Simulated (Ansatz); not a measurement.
The cell is COD entry 9012723, as deposited and not checked against the literature; nothing was relaxed.

A run on Ga: DFT, PBE, all-electron LAPW, scalar-relativistic (Ansatz 0.2.0). The input:

```yaml
crystal:
  lattice:
    - [-1.404, 1.404, 2.229]
    - [1.404, -1.404, 2.229]
    - [1.404, 1.404, -2.229]
  atoms:
    - { symbol: Ga, position: [0.0, 0.0, 0.0] }
kpoints:
  mp_grid: { grid: [16, 16, 16] }
scf:
  occupations: { method: fermi_dirac, width: 0.03 }
hamiltonian:
  xc: pbe
  pseudopotentials:
    kind: all_electron
    lapw: { basis_error: 0.001, muffin_tin_radii: { Ga: 1.572 } }
output:
  forces: true
  stress: true
  eigenvalues: true
```

Is the run sound, and if not, why?

No. The input was rejected before any iteration. The typed spheres overlap: twice 1.572 Å exceeds the shortest distance, 2.808 Å; smaller radii, or none typed, cure it. It says:
```
Error: `kind: all_electron` solves this crystal on LAPW (the input types lapw, or this build lists no dataset of some species for it), and no LAPW basis is found for it: the given muffin-tin radii of Ga and Ga, or the smallest supported ones, add up to 3.144 Å, and 2.808 Å are free between these atoms; give smaller radii, or leave one out; where each species has a listed dataset, leave lapw and dirac_shells out and run without spin–orbit coupling, or set another kind (and leave the keys of all_electron out)
```
 The same cell converged in the base run, which differs by not having this change: all sphere radii typed as 1.572 A.
